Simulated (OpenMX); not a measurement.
NaF (Villiaumite) under changes of volume

One of the cells (12.737 Å³/atom); the others are scaled copies at fixed shape and fractional positions:

```
Na F
1.0
     0.00000    2.33536    2.33536
     2.33536    0.00000    2.33536
     2.33536    2.33536    0.00000
Na F
1 1
Direct
  0.00000 0.00000 0.00000
  0.50000 0.50000 0.50000
```

- Program: OpenMX 3.8.5
- Functional: PBE
- Potentials or basis: OpenMX 2013 PBE set, Na9.0-s3p2d1, F6.0-s2p2d1, fixed grid of 36 × 36 × 36 points
- k mesh: 11 × 11 × 11
- Occupations: fermi-dirac, width 0.05 eV
- Spin: no spin polarisation

```csv
volume (Å³/atom),energy over the lowest point (meV/atom),gap on the mesh (eV)
11.738,22.02,6.56
11.988,14.00,6.44
12.237,7.99,6.33
12.737,?,?
12.987,0.00,6.01
13.236,0.09,5.92
```

Task: What does the run at 12.737 Å³/atom give?

Result: Energy over the lowest point 1.12 meV/atom; gap on the mesh 6.11 eV.

Worked out: A Birch-Murnaghan fit of order 3 (a polynomial in V^(-2/3)) to the other rows has its minimum at 13.09 Å³/atom with B0 = V·E''(V) = 41 GPa and B' = 5.0. It gives 1.17 meV/atom at 12.737 Å³/atom, against the run's 1.12. A straight line through the other rows of the gap, of slope -5.34 eV per unit of ln V (its deformation potential), gives 6.12 eV, against the run's 6.11.

Energies are extrapolated to zero smearing.

Caveats: an odd mesh through Γ misses points on the zone boundary, where band edges often lie; the basis of atomic orbitals isn't converged, which shifts pressures, moduli and gaps.
